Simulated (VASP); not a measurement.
Te2Pt (Moncheite): relaxation of cell and atoms with PBE

The system is Te2Pt (Moncheite).

```
Te Pt
1.0
     4.01000    0.00000    0.00000
    -2.00500    3.47276    0.00000
     0.00000    0.00000    5.20100
Te Pt
2 1
Direct
  0.33333 0.66667 0.25000
  0.66667 0.33333 0.75000
  0.00000 0.00000 0.00000
```

```
Program                : VASP 6.6.1
Task                   : relaxation of cell and atoms
Functional             : PBE
Potentials or basis    : VASP PAW PBE potentials, release 64 (Te, Pt)
Cutoff                 : 300 eV
k mesh                 : 6 × 6 × 4
Occupations            : methfessel-paxton, width 0.1 eV
Spin                   : no spin polarisation
Further INCAR settings : ALGO = Normal; EDIFF = 1e-06; IBRION = 2; EDIFFG = -0.01; NSW = 90; ISIF = 3
```

- Relaxed volume: 25.95 Å³/atom
- Relaxed cell: a = 4.083 Å, b = 4.083 Å, c = 5.392 Å, α = 90.00°, β = 90.00°, γ = 120.00°
- Space group after relaxing (to 0.05 Å): P-3m1 (No. 164)
- Energy gained by relaxing: 47.3 meV/atom
- Ionic steps: 14
- Pressure after relaxing: 0.0 GPa
- Largest force after relaxing: 0.005 eV/Å
- Band gap on the k mesh: none (metal or under the smearing width)

Forces on the atoms (eV/Å):
```
Te   0.000  0.000  0.005
Te   0.000  0.000 -0.005
Pt   0.000  0.000  0.000
```

Step by step:
```csv
step,energy change (eV),largest force (eV/Å),pressure (GPa),volume (Å³)
1,0.0000,1.0414,8.25,72.43
2,0.1607,0.9612,-8.39,86.25
3,-0.1383,0.0351,-0.29,77.54
4,-0.1384,0.0609,-0.09,77.37
5,-0.1384,0.0771,0.07,77.27
6,-0.1406,0.0332,0.11,77.27
7,-0.1415,0.0186,0.16,77.26
8,-0.1415,0.0505,-0.17,77.57
9,-0.1415,0.0368,-0.05,77.43
10,-0.1417,0.0262,-0.01,77.51
11,-0.1419,0.0046,0.04,77.74
12,-0.1419,0.0106,0.05,77.78
13,-0.1419,0.0080,-0.10,78.00
14,-0.1419,0.0050,-0.03,77.84
```

Final structure:
```
CELL_PARAMETERS angstrom
4.08311 0.00000 0.00000
-2.04156 3.53608 0.00000
0.00000 0.00000 5.39156
ATOMIC_POSITIONS crystal
Te 0.33333 0.66667 0.25304
Te 0.66667 0.33333 0.74697
Pt 0.00000 0.00000 0.00000
```

Levels at points of the mesh, in eV from the Fermi level:
```tsv
k point	band 7	band 8	band 9	band 10	band 11	band 12	band 13	band 14	band 15
(0.00, 0.00, 0.00)	-3.60	-2.57	-0.47	-0.47	1.10	1.10	1.27	2.93	3.95
(0.50, 0.00, 0.00)	-3.32	-3.26	-3.26	-3.15	-2.78	0.20	2.32	3.68	5.20
(0.00, 0.00, 0.50)	-3.62	-2.22	-1.49	-1.02	-1.02	2.08	2.08	4.12	5.12
(0.50, 0.00, 0.50)	-3.33	-3.27	-3.10	-2.32	-0.78	0.59	1.25	3.90	4.35
```

Wall time 88 s on 1 thread of Intel(R) Xeon(R) Platinum 8488C (Sapphire Rapids), with other jobs on the host, peak memory 0.15 GiB.

Spin-orbit coupling is left out, which matters for the levels of Pt, Te. Zero-point motion and thermal expansion aren't in these numbers.
